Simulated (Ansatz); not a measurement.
# BN in Ansatz: the effect of functional

The system is BN.

```
CELL_PARAMETERS angstrom
1.25941 0.72712 3.39527
-1.25941 0.72712 3.39527
0.00000 -1.45424 3.39527
ATOMIC_POSITIONS crystal
N 0.66724 0.66724 0.66724
B 0.00033 0.00033 0.00033
```

The cell is a database's computed one.

The cell isn't the ideal one: volume scaled by 1.02.

Alike in all runs:

```yaml
Program: Ansatz 0.2.0
Task: single point
Potentials_or_basis: Ansatz PAW
k_mesh: 12 × 12 × 12
Occupations: fermi-dirac, width 0.05 eV
Spin: no spin polarisation
```

```csv
functional,cutoff,gap on the mesh (eV),pressure (GPa)
LDA,420 eV (not typed: the program's choice for these potentials),?,?
PBEsol,420 eV (not typed: the program's choice for these potentials),4.16,-3.9
r2SCAN,500 eV (not typed: the program's choice for these potentials),4.78,-5.0
```

**Question.** What does the run with functional LDA give?

**Answer.** gap on the mesh 4.08 eV; pressure -8.7 GPa.

Caveats: the PAW data sets come from PBE, with cores solved anew for the run's functional, which leaves a small shift of forces and pressure.

A k mesh can miss the band edges.
